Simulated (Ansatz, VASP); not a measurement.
**One calculation of Hg2H, two programs**

Contents of INCAR:

```
SYSTEM = Hg2H
ALGO = Normal
EDIFF = 1E-7
ENCUT = 520
GGA = PE
ISIF = 2
ISMEAR = 0
LASPH = .TRUE.
LCHARG = .TRUE.
LELF = .TRUE.
LREAL = .FALSE.
LVHAR = .TRUE.
LWAVE = .FALSE.
NBANDS = 20
NELM = 100
PREC = Accurate
SIGMA = 0.1
```

The input KPOINTS:

```
k-points
0
G
  6 6 6
  0 0 0
```

Contents of POSCAR:

```
Hg2H
1.0
    0.0000000000      3.1492147100      3.1492147100
    3.1492147100      0.0000000000      3.1492147100
    3.1492147100      3.1492147100      0.0000000000
Hg H
2 1
Direct
    0.7500000000      0.7500000000      0.7500000000
    0.2500000000      0.2500000000      0.2500000000
    0.0000000000      0.0000000000      0.0000000000
```

Input for Ansatz:

```yaml
crystal:
  lattice:
    - [0.0, 3.14921471, 3.14921471]
    - [3.14921471, 0.0, 3.14921471]
    - [3.14921471, 3.14921471, 0.0]
  atoms:
    - { symbol: Hg, position: [0.75, 0.75, 0.75] }
    - { symbol: Hg, position: [0.25, 0.25, 0.25] }
    - { symbol: H, position: [0.0, 0.0, 0.0] }
basis:
  ecutwfc: 420
kpoints:
  mp_grid: { grid: [6, 6, 6] }
hamiltonian:
  xc: pbe
scf:
  occupations: { method: gaussian, width: 0.1 }
  lower_state_search: "off"
output:
  forces: true
  stress: true
  eigenvalues: true
```

Change from the starting cell: species swapped into the YbH2 type (Fm-3m, No. 225).

Alike in both runs: task single point; functional PBE; k mesh 6 × 6 × 6; occupations gaussian, width 0.1 eV; no spin polarisation.

|  | VASP | Ansatz |
| --- | --- | --- |
| version | VASP 6.6.1 | Ansatz 0.2.0 |
| potentials or method | VASP PAW PBE potentials, release 64 (Hg, H) | scalar-relativistic, plane waves, PAW |
| plane-wave cutoff (eV) | 520 | 420 |
| valence electrons in the cell | 25 | 41 |

VASP gave:

* gap on the k mesh at the Fermi level (eV): none
* pressure (GPa): -0.9

**Question.** What did Ansatz give for the same quantities?

**Answer.** gap on the k mesh at the Fermi level (eV): none; pressure (GPa): -1.0.

A gap of «none» marks a metal or a gap that the smearing closes. The two sets of potentials don't hold the same shells in valence.

Spin-orbit coupling is left out, which matters for the levels of Hg.
